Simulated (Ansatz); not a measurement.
LiF in the CsCl structure, relaxed with r2SCAN in the PAW code Ansatz. The symmetry is Pm-3m (No. 221, cubic); conventional cell a = 2.516 Å, 7.97 Å³ an atom. Around Li lie 8 F at 2.18 Å; around F lie 8 Li at 2.18 Å.

The axes x, y and z are those of this cell:
```
CELL_PARAMETERS angstrom
2.51626 0.00000 0.00000
0.00000 2.51626 0.00000
0.00000 0.00000 2.51626
ATOMIC_POSITIONS crystal
Li 0.00000 0.00000 0.00000
F 0.50000 0.50000 0.50000
```

Unstrained: PBE gives an indirect gap of 7.935 eV, from M to Γ; the least direct gap is 8.655 eV at Γ. With r2SCAN the valence top lies at M and the conduction bottom at Γ, 8.910 eV higher; the smallest vertical gap, at Γ, is 9.643 eV. With HSE06 the valence top lies at M and the conduction bottom at Γ, 10.167 eV higher; the smallest vertical gap, at Γ, is 10.927 eV. Meshes: PBE 10×10×10, r2SCAN 10×10×10, HSE06 8×8×8. Strains are changes of length per length. After each strain the atoms were relaxed again with r2SCAN within the symmetry that the strain leaves, so tilts or polar shifts that break it weren't tested; points keep the names that they have in the unstrained zone. No spin polarisation. The prototype was imposed, so other structures may be more stable.

Question: Apply biaxial +5.73 % in x and y, z held. How far does the gap move, against the unstrained cell?

Answer: PBE: the gap goes from 7.935 to 6.740 eV (-1.195 eV). r2SCAN: the gap goes from 8.910 to 7.676 eV (-1.234 eV). HSE06: the gap goes from 10.167 to 8.916 eV (-1.251 eV). The r2SCAN energy rises by 36.8 meV an atom.

Question: Apply uniaxial -0.85 % along x, other directions held. How far does the gap move, against the unstrained cell?

Answer: PBE: the gap goes from 7.935 to 7.968 eV (+0.033 eV). r2SCAN: the gap goes from 8.910 to 8.946 eV (+0.036 eV). HSE06: the gap goes from 10.167 to 10.207 eV (+0.040 eV). The r2SCAN energy rises by 0.5 meV an atom.

The meshes of the hybrids are coarse, so their gaps aren't converged to the digits shown.
